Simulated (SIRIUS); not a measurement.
The system is In.

```xyz
2
Lattice="3.3355 0.0000 0.0000 -1.6677 2.8886 0.0000 0.0000 0.0000 5.5091" Properties=species:S:1:pos:R:3 pbc="T T T"
In    1.6677    0.9629    4.1319
In    0.0000    1.9257    1.3773
```

This isn't the form of In at room conditions, which is tetragonal.

```yaml
Program: SIRIUS 7.12.0
Task: single point
Functional: PBEsol
Potentials_or_basis: all-electron FP-LAPW
Cutoff: 149 eV
Basis: apw+lo standard
k_mesh: 9 × 9 × 5
Occupations: fermi-dirac, width 0.05 eV
Spin: no spin polarisation
```

On this cell: largest force under 0.003 eV/Å; band gap on the k mesh none (metal or under the smearing width).

The same run follows on a disturbed copy (atoms moved at random):

```
CELL_PARAMETERS angstrom
3.33548 0.00000 0.00000
-1.66774 2.88861 0.00000
0.00000 0.00000 5.50914
ATOMIC_POSITIONS crystal
In 0.67002 0.33591 0.74904
In 0.32037 0.68022 0.25626
```

Task: What changes?

Result: The energy (extrapolated to zero smearing) moves by +1.3 meV/atom; largest force 0.103 eV/Å; band gap on the k mesh none (metal or under the smearing width).

Forces on the atoms (eV/Å):
```
In  -0.014  0.005  0.102
In   0.014 -0.005 -0.102
```
